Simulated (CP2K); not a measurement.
Runs of CP2K 2026.2 on CdSe (Cadmoselite). Symmetry: P6_3mc, No. 186, hexagonal system. The conventional cell has a = 4.300 Å, b = 4.300 Å, c = 7.020 Å, α = 90.00°, β = 90.00°, γ = 120.00°. Cd (site symmetry 3m) has 4 Se at 2.61 to 2.70 Å as nearest neighbours. Around Se (site symmetry 3m) lie 4 Cd at 2.61 to 2.70 Å. 

| level | potentials or basis | smearing | EPS_DEFAULT | NGRIDS | points a segment of the path (NPOINTS) | bands added on the path | CUTOFF of the grids | gap on the mesh (eV) | pressure (GPa) | largest force (eV/Å) |
| --- | --- | --- | --- | --- | --- | --- | --- | --- | --- | --- |
| TB-mBJ | POTENTIAL_UZH Cd GTH-PBE-q12, Se GTH-PBE-q6; TZVP-MOLOPT-PBE-GTH basis | fermi-dirac 0.0259 eV | 1.0E-9 | 4 | 8 | 2 | 675 Ry | 0.51 | - | - |
| r2SCAN | POTENTIAL_UZH Cd GTH-SCAN-q12, Se GTH-SCAN-q6; TZVP-MOLOPT-SCAN-GTH basis | fermi-dirac 0.05 eV | 1.0E-10 | 5 | 6 | 6 | 675 Ry | (b) | 1.6 | 0.29 |
| PBEsol | POTENTIAL_UZH Cd GTH-PBE-q12, Se GTH-PBE-q6; TZVP-MOLOPT-PBE-GTH basis | fermi-dirac 0.01 eV | 1.0E-9 | 5 | 10 | 6 | 450 Ry | 0.54 | 1.3 | 0.30 |
| LDA | GTH_POTENTIALS Cd GTH-PADE-q12, Se GTH-PADE-q6; TZVP-MOLOPT-PBE-GTH basis | fermi-dirac 0.0259 eV | 1.0E-10 | 5 | 10 | 4 | 450 Ry | 0.43 | -1.3 | (a) |

Alike in all rows: task band structure; no spin polarisation; cell as given; k mesh 7 × 7 × 4.

Estimate the missing entries.

(a) 0.28; (b) 1.09.

Caveats: the basis of atomic orbitals isn't converged, which shifts pressures, moduli and gaps; the potentials were made for another functional, which shifts forces and pressure (some runs); this is a model potential without an energy functional, so only levels have meaning (some runs).

A k mesh can miss the band edges, and the runs leave out spin-orbit coupling on Cd, Se.

Runs at the PBE level aren't shown here.
